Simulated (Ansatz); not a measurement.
Sb, dhcp: how the functional moves the structure

All rows: Ansatz, plane waves with scalar-relativistic PAW, 420 eV (500 eV for the SCAN forms), relaxed under each functional, no dispersion correction, no zero-point motion. B₀ comes from uniform scaling at fixed shape; a dash is a value not given.

```csv
functional,V (Å³/atom),cell,B₀ (GPa),magnetic state,ΔE to A7 rhombohedral (meV/atom)
r²SCAN,27.12,"a = 3.317 Å, c = 11.383 Å (c/a = 3.431)",62,spin not included,436
PBEsol,26.13,"a = 3.292 Å, c = 11.139 Å (c/a = 3.384)",69,spin not included,234
LDA,25.67,"a = 3.272 Å, c = 11.078 Å (c/a = 3.386)",70,spin not included,254
revPBE,27.88,"a = 3.360 Å, c = 11.408 Å (c/a = 3.395)",56,spin not included,307
RPBE,28.06,"a = 3.367 Å, c = 11.432 Å (c/a = 3.395)",56,spin not included,315
BLYP,30.35,"a = 3.437 Å, c = 11.864 Å (c/a = 3.452)",46,spin not included,533
```

**Question.** What does PBE give?

**Answer.** V (Å³/atom): 27.44; cell: a = 3.343 Å, c = 11.340 Å (c/a = 3.392); B₀ (GPa): 60; magnetic state: spin not included; ΔE to A7 rhombohedral (meV/atom): 289.
